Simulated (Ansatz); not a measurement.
Ni:

```xyz
2
Lattice="2.4480 0.0000 0.0000 -1.2240 2.1201 0.0000 0.0000 0.0000 4.0728" Properties=species:S:1:pos:R:3 pbc="T T T"
Ni    1.2240    0.7067    3.0546
Ni    0.0000    1.4134    1.0182
```

This isn't the form of Ni at room conditions, which is fcc.

- Program: Ansatz 0.2.0
- Task: relaxation of cell and atoms
- Functional: PBEsol0
- Potentials or basis: Ansatz PAW
- Cutoff: 420 eV (not typed: the program's choice for these potentials)
- k mesh: 6 × 6 × 4
- Occupations: fermi-dirac, width 0.05 eV
- Spin: collinear spin, ferromagnetic start
- Starting moments: [1.0, 1.0] μB

At the start: volume 10.57 Å³/atom.

Q: How do energy, volume and symmetry change on relaxing?

A: It ends after 8 steps and the volume is 10.17 Å³/atom (-3.7 %); space group P6_3/mmc (No. 194, to 0.05 Å); moment 1.36 μB per cell.

Step by step:
| step | energy change (eV) | largest force (eV/Å) | volume (Å³) |
| --- | --- | --- | --- |
| 1 | 0.0000 | 0.0000 | 21.14 |
| 2 | -0.0192 | 0.0000 | 20.75 |
| 3 | -0.0276 | 0.0000 | 20.30 |
| 4 | -0.0276 | 0.0000 | 20.34 |
| 5 | -0.0276 | 0.0000 | 20.34 |
| 6 | -0.0251 | 0.0000 | 20.34 |
| 7 | -0.0251 | 0.0000 | 20.35 |
| 8 | -0.0251 | 0.0000 | 20.35 |

Final structure:
```
Ni
1.0
     2.43205    0.00000    0.00000
    -1.21603    2.10622    0.00000
     0.00000    0.00000    3.97220
Ni
2
Direct
  0.66667 0.33333 0.75000
  0.33333 0.66667 0.25000
```

Caveat: the k mesh is coarse (spacing up to 0.49 Å⁻¹), so the values aren't converged, least of all with exact exchange; the magnetic or orbital state may not be the lowest; the plane-wave basis is chosen anew once the cell has moved, so the energies of steps on either side of that aren't comparable; the pressure holds a Pulay correction of +0.4 GPa for the finite cutoff; the PAW data sets come from PBE, with cores solved anew for the run's functional, which leaves a small shift of forces and pressure.
